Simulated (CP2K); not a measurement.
N in CP2K: the effect of functional

Crystal: N.

```
N
1.0
     2.51947    0.00000    0.00000
    -1.25974    2.18193    0.00000
     0.00000    0.00000    2.44600
N
2
Direct
  0.33333 0.66667 0.75000
  0.66667 0.33333 0.25000
```

The real solid is made of molecules; this cell is a model form.

Alike in all runs:

| Item | Value |
| --- | --- |
| Program | CP2K 2026.2 |
| Potentials or basis | POTENTIAL_UZH N GTH-PBE-q5; TZVP-MOLOPT-PBE-GTH basis |
| Density cutoff | 9184 eV |
| k mesh | 12 × 12 × 11 |
| Occupations | fermi-dirac, width 0.05 eV |
| Spin | no spin polarisation |

**Question.** One run gave: pressure 13.9 GPa. Which functional did it use?
A. rev-vdW-DF2
B. PBEsol
C. LDA
D. vdW-DF-cx
E. revPBE

**Answer.** E.

```csv
functional,pressure (GPa)
LDA,-2.1
PBEsol,1.3
rev-vdW-DF2,10.5
revPBE,13.9
vdW-DF-cx,6.1
r2SCAN,8.8
```

Caveats: the potentials were made for another functional, which shifts forces and pressure; the basis of atomic orbitals isn't converged, which shifts pressures, moduli and gaps.

Runs at the PBE level aren't shown here.
